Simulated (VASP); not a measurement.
# SnS2 in VASP: further runs, part 2 of 2

VASP 6.6.1. Earlier steps stand in the parts before.

**3. Phonons, PBE+D3(BJ)**

This run uses another cell than the first one, of 81.09 Å³/atom, 0.981 times its volume.

File POSCAR:

```
SnS2
1.0
    3.6630995850      0.0000000000      0.0000000000
   -1.8315497925      3.1723372927      0.0000000000
    0.0000000000      0.0000000000     20.9340000000
  S               Sn
     2     1
Direct
     0.6666666699999979    0.3333333300000021    0.4290966644915244
     0.3333333300000021    0.6666666699999979    0.5709033355084756
     0.0000000000000000    0.0000000000000000    0.5000000000000000
```

File INCAR.step1:

```
PREC = Accurate ; ENCUT = 600
EDIFF = 1E-8 ; ISMEAR = 0
SIGMA = 0.03 ; LREAL = F
LASPH = T ; NELM = 80
ALGO = Normal ; ISIF = 2
LWAVE = F ; LCHARG = F
GGA = PE ; IVDW = 12
LATTICE_CONSTRAINTS = .TRUE. .TRUE. .FALSE. ; IBRION = 2
NSW = 40 ; EDIFFG = -0.002
```

File INCAR.step2:

```
PREC = Accurate ; ENCUT = 600
EDIFF = 1E-8 ; ISMEAR = 0
SIGMA = 0.03 ; LREAL = F
LASPH = T ; NELM = 80
ALGO = Normal ; ISIF = 2
LWAVE = F ; LCHARG = F
GGA = PE ; IVDW = 12
LATTICE_CONSTRAINTS = .TRUE. .TRUE. .FALSE. ; IBRION = 6
NFREE = 2 ; POTIM = 0.015
NSW = 1
```

File KPOINTS:

```
regular mesh
0
Gamma
  12 12 1
```

Potentials or basis: VASP PAW PBE potentials, release 64 (S, Sn_d).

Command:

```
> cat potpaw_PBE.64/S/POTCAR potpaw_PBE.64/Sn_d/POTCAR > POTCAR
> cp INCAR.step1 INCAR
> mpirun -np 1 vasp_std > vasp.out
> cp CONTCAR POSCAR
> cp INCAR.step2 INCAR
> mpirun -np 1 vasp_std > vasp.out
```

OUTCAR:

```text
PREC = Accurate
   ENCUT = 600
   EDIFF = 1E-8
   ISMEAR = 0
   LREAL = F
   LASPH = T
   NELM = 80
   ISIF = 2
   GGA = PE
   IVDW = 12
   IBRION = 6
   NFREE = 2
   POTIM = 0.015
   NSW = 1
 IVDW          = 12

 ion  position               nearest neighbor table
   1  0.667  0.333  0.429-   3 2.58   3 2.58   3 2.58
   2  0.333  0.667  0.571-   3 2.58   3 2.58   3 2.58
   3  0.000  0.000  0.500-   1 2.58   2 2.58   2 2.58   1 2.58   1 2.58   2 2.58

  LATTYP: Found a hexagonal cell.
 ALAT       =     3.6630995850
 C/A-ratio  =     5.7148323474

  Lattice vectors:

 A1 = (   3.6630995850,   0.0000000000,   0.0000000000)
 A2 = (  -1.8315497925,   3.1723372927,   0.0000000000)
 A3 = (   0.0000000000,   0.0000000000,  20.9340000000)

Analysis of symmetry for initial positions (statically):
=====================================================================
 Subroutine PRICEL returns:
 Original cell was already a primitive cell.

 Routine SETGRP: Setting up the symmetry group for a
 hexagonal supercell.

 Subroutine GETGRP returns: Found 12 space group operations
 (whereof 12 operations were pure point group operations)
 out of a pool of 24 trial point group operations.

The static configuration has the point symmetry D_3d.

Analysis of symmetry for dynamics (positions and initial velocities):
=====================================================================
 Subroutine PRICEL returns:
 Original cell was already a primitive cell.

 Routine SETGRP: Setting up the symmetry group for a
 hexagonal supercell.

 Subroutine GETGRP returns: Found 12 space group operations
 (whereof 12 operations were pure point group operations)
 out of a pool of 24 trial point group operations.
[... 146 lines left out ...]
  free energy    TOTEN  =       -13.20695454 eV

  energy without entropy =      -13.20695454  energy(sigma->0) =      -13.20695454

------------------------ aborting loop because EDIFF is reached ----------------------------------------

 Edisp (eV)   -0.69703

 E8    (eV) :    -0.3055
[... 319 lines left out ...]
--------------------------------------- Ionic step        9  -------------------------------------------

 number of electron      25.9999996 magnetization

 Free energy of the ion-electron system (eV)
  ---------------------------------------------------
  ext. energy  EPLUGINS =         0.00000000
  ---------------------------------------------------
  free energy    TOTEN  =       -13.20482957 eV

  energy without entropy =      -13.20482957  energy(sigma->0) =      -13.20482957

 E-fermi :  -3.4467     XC(G=0):  -3.1627

 val. band max:       -3.5986816134   @ k =   0.1667  -0.0000   0.0000
 cond. band min:      -2.0284229147   @ k =   0.5000   0.0000   0.0000
 fundamental gap:      1.5702586988
 Fermi energy:        -3.4467408846

 k-point     1 :       0.0000    0.0000    0.0000
  band No.  band energies     occupation
      1     -24.3733      2.00000
      2     -24.3733      2.00000
      3     -24.3313      2.00000
      4     -24.3065      2.00000
      5     -24.3065      2.00000
      6     -17.0154      2.00000
[... 403 lines left out ...]
  FREE ENERGIE OF THE ION-ELECTRON SYSTEM (eV)
  ---------------------------------------------------
  free  energy   TOTEN  =       -13.9018594444 eV

  energy  without entropy=      -13.9018594444  energy(sigma->0) =      -13.90185944

 INTERNAL STRAIN TENSORS FROM DISPLACED ATOMS
 ============================================

 INTERNAL STRAIN TENSOR FOR ION    1 for displacements in x,y,z  (eV/Angst):
          X           Y           Z          XY          YZ          ZX
  --------------------------------------------------------------------------------
  x     0.00000     0.00000     0.00000    -0.45349     0.00000     6.29422
  y    -0.45349     0.45349    -0.00000     0.00000     6.29422     0.00000
  z     6.78674     6.78674    16.07212     0.00000     0.00000     0.00000

 INTERNAL STRAIN TENSOR FOR ION    3 for displacements in x,y,z  (eV/Angst):
          X           Y           Z          XY          YZ          ZX
  --------------------------------------------------------------------------------
  x     0.00000     0.00000     0.00000     0.00000     0.00000     0.00000
  y     0.00000     0.00000     0.00000     0.00000     0.00000     0.00000
  z     0.00000     0.00000     0.00000     0.00000     0.00000     0.00000

 Eigenvectors and eigenvalues of the dynamical matrix
 ----------------------------------------------------

   1 f  =   10.541199 THz    66.232304 2PiTHz  351.616539 cm-1    43.594875 meV
             X         Y         Z           dx          dy          dz
      1.831550  1.057446  8.982858    -0.000000   -0.000000    0.569770
     -0.000000  2.114892 11.951142    -0.000000   -0.000000    0.569770
      0.000000  0.000000 10.467000     0.000000    0.000000   -0.592221
[... 43 lines left out ...]
   9 f/i=    0.003953 THz     0.024837 2PiTHz    0.131856 cm-1     0.016348 meV
             X         Y         Z           dx          dy          dz
      1.831550  1.057446  8.982858    -0.416897   -0.035448    0.000000
     -0.000000  2.114892 11.951142    -0.416897   -0.035448    0.000000
      0.000000  0.000000 10.467000    -0.803253   -0.068299    0.000000

 ELASTIC MODULI CONTR FROM IONIC RELAXATION (kBar)
 Direction    XX          YY          ZZ          XY          YZ          ZX
 --------------------------------------------------------------------------------
 XX         -56.6821    -55.4029   -132.7179      0.0000      8.8769     -0.0000
 YY         -55.4029    -56.6821   -132.7179      0.0000     -8.8769     -0.0000
 ZZ        -132.7179   -132.7179   -314.2979      0.0000      0.0000     -0.0000
 XY           0.0000      0.0000      0.0000     -0.6396      0.0000      8.8769
 YZ           8.8769     -8.8769      0.0000      0.0000   -123.2081     -0.0000
 ZX          -0.0000     -0.0000     -0.0000      8.8769     -0.0000   -123.2080
 --------------------------------------------------------------------------------
```

It took 26 min on 1 thread of Intel Xeon Platinum 8375C at 2.90GHz (Ice Lake), shared host; peak memory 0.72 GiB.

What came out:

- Highest phonon frequency at Γ, LO-TO splitting left out: 352 cm⁻¹
- Dispersion energy per atom: -0.232 eV

Phonon frequencies in cm⁻¹ (negative: imaginary):
| q point | frequencies |
| --- | --- |
| (0.000, 0.000, 0.000) | 0 0 0 190 190 199 199 303 352 |

**4. Phonons, LDA**

This run uses another cell than the first one, of 79.06 Å³/atom, 0.956 times its volume.

File POSCAR:

```
SnS2
1.0
    3.6170137894      0.0000000000      0.0000000000
   -1.8085068947      3.1324258231      0.0000000000
    0.0000000000      0.0000000000     20.9340000000
  S               Sn
     2     1
Direct
     0.6666666699999979    0.3333333300000021    0.4298746879388275
     0.3333333300000021    0.6666666699999979    0.5701253120611725
     0.0000000000000000    0.0000000000000000    0.5000000000000000
```

File INCAR.step1:

```
PREC     = Accurate       # precision mode
ENCUT    = 600            # plane-wave cutoff, eV
EDIFF    = 1E-8           # SCF threshold, eV
ISMEAR   = 0              # smearing method
SIGMA    = 0.03           # smearing width, eV
LREAL    = F              # projectors in reciprocal space
LASPH    = T              # aspherical terms in the spheres
NELM     = 80             # most SCF steps
ALGO     = Fast           # electronic algorithm
ISIF     = 2              # what is computed and relaxed
LWAVE    = F              # write WAVECAR
LCHARG   = F              # write CHGCAR
GGA      = CA             # functional
LATTICE_CONSTRAINTS= .TRUE. .TRUE. .FALSE.
IBRION   = 2              # ionic algorithm
NSW      = 40             # ionic steps
EDIFFG   = -0.002         # ionic threshold
```

File INCAR.step2:

```
PREC     = Accurate       # precision mode
ENCUT    = 600            # plane-wave cutoff, eV
EDIFF    = 1E-8           # SCF threshold, eV
ISMEAR   = 0              # smearing method
SIGMA    = 0.03           # smearing width, eV
LREAL    = F              # projectors in reciprocal space
LASPH    = T              # aspherical terms in the spheres
NELM     = 80             # most SCF steps
ALGO     = Fast           # electronic algorithm
ISIF     = 2              # what is computed and relaxed
LWAVE    = F              # write WAVECAR
LCHARG   = F              # write CHGCAR
GGA      = CA             # functional
LATTICE_CONSTRAINTS= .TRUE. .TRUE. .FALSE.
IBRION   = 6              # ionic algorithm
NFREE    = 2            
POTIM    = 0.015          # step
NSW      = 1              # ionic steps
```

File KPOINTS:

```
Automatic mesh
0
Gamma
  12 12 1
```

Potentials or basis: VASP PAW LDA potentials, release 64 (S, Sn_d).

Command:

```
> cat potpaw_LDA.64/S/POTCAR potpaw_LDA.64/Sn_d/POTCAR > POTCAR
> cp INCAR.step1 INCAR
> mpirun -np 1 vasp_std > vasp.out
> cp CONTCAR POSCAR
> cp INCAR.step2 INCAR
> mpirun -np 1 vasp_std > vasp.out
```

OUTCAR:

```text
PREC = Accurate
   ENCUT = 600
   EDIFF = 1E-8
   ISMEAR = 0
   LREAL = F
   LASPH = T
   NELM = 80
   ISIF = 2
   GGA = CA
   IBRION = 6
   NFREE = 2
   POTIM = 0.015
   NSW = 1

 ion  position               nearest neighbor table
   1  0.667  0.333  0.430-   3 2.55   3 2.55   3 2.55
   2  0.333  0.667  0.570-   3 2.55   3 2.55   3 2.55
   3  0.000  0.000  0.500-   1 2.55   2 2.55   2 2.55   1 2.55   1 2.55   2 2.55

  LATTYP: Found a hexagonal cell.
 ALAT       =     3.6170137894
 C/A-ratio  =     5.7876472745

  Lattice vectors:

 A1 = (   3.6170137894,   0.0000000000,   0.0000000000)
 A2 = (  -1.8085068947,   3.1324258231,   0.0000000000)
 A3 = (   0.0000000000,   0.0000000000,  20.9340000000)

Analysis of symmetry for initial positions (statically):
=====================================================================
 Subroutine PRICEL returns:
 Original cell was already a primitive cell.

[... 487 lines left out ...]
      3     -24.3501      2.00000
      4     -24.3215      2.00000
      5     -24.3215      2.00000
      6     -17.3593      2.00000
[... 399 lines left out ...]
  FREE ENERGIE OF THE ION-ELECTRON SYSTEM (eV)
  ---------------------------------------------------
  free  energy   TOTEN  =       -14.9439306184 eV

  energy  without entropy=      -14.9439306184  energy(sigma->0) =      -14.94393062

 INTERNAL STRAIN TENSORS FROM DISPLACED ATOMS
 ============================================

 INTERNAL STRAIN TENSOR FOR ION    1 for displacements in x,y,z  (eV/Angst):
          X           Y           Z          XY          YZ          ZX
  --------------------------------------------------------------------------------
  x     0.00000     0.00000     0.00000    -0.74883     0.00000     6.69833
  y    -0.74883     0.74883     0.00000     0.00000     6.69833     0.00000
  z     7.49246     7.49246    16.77798     0.00000    -0.00000     0.00000

 INTERNAL STRAIN TENSOR FOR ION    3 for displacements in x,y,z  (eV/Angst):
          X           Y           Z          XY          YZ          ZX
  --------------------------------------------------------------------------------
  x     0.00000     0.00000     0.00000     0.00000     0.00000     0.00000
  y     0.00000     0.00000     0.00000     0.00000     0.00000     0.00000
  z     0.00000     0.00000     0.00000     0.00000     0.00000     0.00000

 Eigenvectors and eigenvalues of the dynamical matrix
 ----------------------------------------------------

   1 f  =   10.771907 THz    67.681885 2PiTHz  359.312128 cm-1    44.549006 meV
             X         Y         Z           dx          dy          dz
      1.808507  1.044142  8.998997    -0.000000    0.000000    0.569614
     -0.000000  2.088284 11.935003    -0.000000    0.000000    0.569614
      0.000000  0.000000 10.467000     0.000000   -0.000000   -0.592521
[... 43 lines left out ...]
   9 f/i=    0.003723 THz     0.023391 2PiTHz    0.124177 cm-1     0.015396 meV
             X         Y         Z           dx          dy          dz
      1.808507  1.044142  8.998997    -0.000000   -0.000000   -0.418975
     -0.000000  2.088284 11.935003    -0.000000   -0.000000   -0.418975
      0.000000  0.000000 10.467000    -0.000000   -0.000000   -0.805555

 ELASTIC MODULI CONTR FROM IONIC RELAXATION (kBar)
 Direction    XX          YY          ZZ          XY          YZ          ZX
 --------------------------------------------------------------------------------
 XX         -68.0238    -64.7099   -148.6163     -0.0000     14.8217      0.0000
 YY         -64.7099    -68.0238   -148.6163      0.0000    -14.8217     -0.0000
 ZZ        -148.6163   -148.6163   -332.7986     -0.0000      0.0000      0.0000
 XY          -0.0000      0.0000     -0.0000     -1.6570      0.0000     14.8217
 YZ          14.8217    -14.8217      0.0000      0.0000   -132.5806     -0.0000
 ZX           0.0000     -0.0000      0.0000     14.8217     -0.0000   -132.5806
 --------------------------------------------------------------------------------
```

OSZICAR.step1:

```text
N       E                     dE             d eps       ncg     rms          rms(c)
DAV:   1     0.208521573437E+03    0.20852E+03   -0.12054E+04   694   0.139E+03
DAV:   2     0.994621440788E+01   -0.19858E+03   -0.19548E+03   855   0.277E+02
DAV:   3    -0.146832278362E+02   -0.24629E+02   -0.24389E+02   786   0.114E+02
[... 20 lines left out ...]
RMM:  24    -0.149461600809E+02   -0.13112E-06   -0.96616E-09   398   0.573E-04    0.159E-04
RMM:  25    -0.149461601903E+02   -0.10941E-06   -0.12018E-08   361   0.605E-04    0.136E-04
RMM:  26    -0.149461602782E+02   -0.87925E-07   -0.71168E-09   351   0.549E-04    0.545E-05
RMM:  27    -0.149461603043E+02   -0.26110E-07   -0.23705E-09   304   0.690E-04    0.589E-05
RMM:  28    -0.149461603096E+02   -0.52701E-08   -0.17915E-09   317   0.105E-03
   1 F= -.14946160E+02 E0= -.14946160E+02  d E =-.149462E+02
```

It took 31 min on 1 thread of Intel Xeon Platinum 8488C (Sapphire Rapids), shared host; peak memory 0.69 GiB.

Results:

```yaml
Highest_phonon_frequency_at_Γ_LO-TO_splitting_left_out: 359 cm⁻¹
```

Phonon frequencies in cm⁻¹ (negative: imaginary):
| q point | frequencies |
| --- | --- |
| (0.000, 0.000, 0.000) | 0 0 0 197 197 209 209 311 359 |
